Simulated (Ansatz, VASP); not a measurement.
# CaO (ke600): VASP beside Ansatz

```xyz
2
Lattice="0.0000 2.3539 2.3539 2.3539 0.0000 2.3539 2.3539 2.3539 0.0000" Properties=species:S:1:pos:R:3 pbc="T T T"
Ca    0.0000    0.0000    0.0000
O     2.3539    2.3539    2.3539
```

Alike in both runs: task relaxation of cell and atoms; functional LDA; k mesh 8 × 8 × 8; occupations gaussian, width 0.02 eV; no spin polarisation.

|  | VASP | Ansatz |
| --- | --- | --- |
| version | VASP 6.6.1 | Ansatz 0.2.0 |
| potentials or method | VASP PAW LDA potentials, release 64 (Ca_sv, O) | scalar-relativistic, plane waves, PAW |
| plane-wave cutoff (eV) | 600 | 600 |
| valence electrons in the cell | 16 | 16 |

VASP gave:

* gap on the k mesh at the Fermi level, each at its own relaxed structure (eV): 3.43
* relaxed volume (Å³/atom): 13.13
* relaxed cell length with the largest relative difference (Å): 3.336

Estimate Ansatz's values.

gap on the k mesh at the Fermi level, each at its own relaxed structure (eV): 3.45; relaxed volume (Å³/atom): 13.04; relaxed cell length with the largest relative difference (Å): 3.329.

Ansatz warned: «pseudo_functional_mismatch».

A k mesh can miss the band edges.
